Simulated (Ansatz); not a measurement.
Predict the output of the script below (Ansatz's Python interface).

Script `kconv_bi2te3.py`:
```python
import warnings

import ansatz as az
import numpy as np
from tabulate import tabulate


def main() -> None:
    warnings.simplefilter("ignore", az.DeckWarning)

    vectors = np.array([
        [2.2085, 1.27507807, 9.94666667],
        [-2.2085, 1.27507807, 9.94666667],
        [0.0, -2.55015614, 9.94666667],
    ])
    crystal = (
        az.Lattice.of(vectors)
        .atom("Bi", [0.188, 0.188, 0.188])
        .atom("Bi", [0.598, 0.598, 0.598])
        .atom("Te", [0.389, 0.389, 0.389])
        .atom("Te", [0.8, 0.8, 0.8])
        .atom("Te", [0.0, 0.0, 0.0])
    )

    model = crystal.calculation().occupations("Fixed").basis(550).forces().stress()

    rows = []
    for value in [0.8, 0.6, 0.5, 0.4, 0.33]:
        summary = model.kpoints(spacing=value).run(threads=1).report
        rows.append((value, summary["free_energy_ev"] / len(summary["lattice"]["sites"]), summary["n_iterations"], sum(summary["stress_gpa"][i][i] for i in range(3)) / 3, max(abs(f) for row in summary["forces_ev_ang"] for f in row), summary["n_kpoints"]))

    print(tabulate(rows, headers=["spacing (1/A)", "F/atom (eV)", "iterations", "P (GPa)", "max component (eV/A)", "k-points"], floatfmt=".4f", tablefmt="plain"))

    for row in rows[:-1]:
        shift = 1000 * (row[1] - rows[-1][1])
        print(f"{row[0]}: {shift:+.2f} meV/atom" + ("  (within 2 meV)" if abs(shift) < 2 else ""))


if __name__ == "__main__":
    main()
```

```console
$ python kconv_bi2te3.py
RunWarning: iter 1: σ=0 fill of 39 bands saw a band overlap (occupied 9.5149 eV > unoccupied 9.4639 eV) — on an unconverged iterate often a transient of an unconverged empty band; one that stands at the close is told there (band_overlap_at_count); if the run fails to converge, the spectrum is likely genuinely metallic [...]
RunWarning: the bands overlap at the fill by count (39 filled at each k-point of a channel): the highest filled level, 9.549408 eV at k-index 5, stands 0.1049 eV over the lowest empty one, 9.444553 eV at k-index 2, so that a fill of the lowest levels lies lower and no gap is reported. A metal, or a carrier in a host's [...]
  spacing (1/A)    F/atom (eV)    iterations    P (GPa)    max component (eV/A)    k-points
         0.8000     -9146.5451             8     1.5217                  1.3743           6
         0.6000     -9146.5451             8     1.5217                  1.3743           6
         0.5000     -9146.5267             9     1.5540                  1.4582          13
         0.4000     -9146.5312             8     1.5853                  1.3900          19
         0.3300     -9146.5332             8     1.6288                  1.3012          32
0.8: -11.85 meV/atom
0.6: -11.85 meV/atom
0.5: +6.52 meV/atom
0.4: +2.04 meV/atom
```
(Warnings from the package without file and line, shortened, repeats left out.)

Notes:
- The input holds a mistake (fixed occupations, though the bands overlap at this level of theory), so what it prints is no property of Bi2Te3.
- Pressure is positive in compression.
- Spin-orbit coupling, which matters for elements this heavy, is left out.
- No functional is typed, so the default, PBE, holds.
- The structure is a deposited one; some such entries were measured under pressure or heat, so a shift against it needn't be the functional's error alone.
- Shifts are counted from the finest mesh, which is itself no proven limit.
- The script silences the warnings on its input, which a real study should read.
- It ran for 69 s on 1 thread of Arm Neoverse V2, on a shared host, peak memory 0.66 GiB.
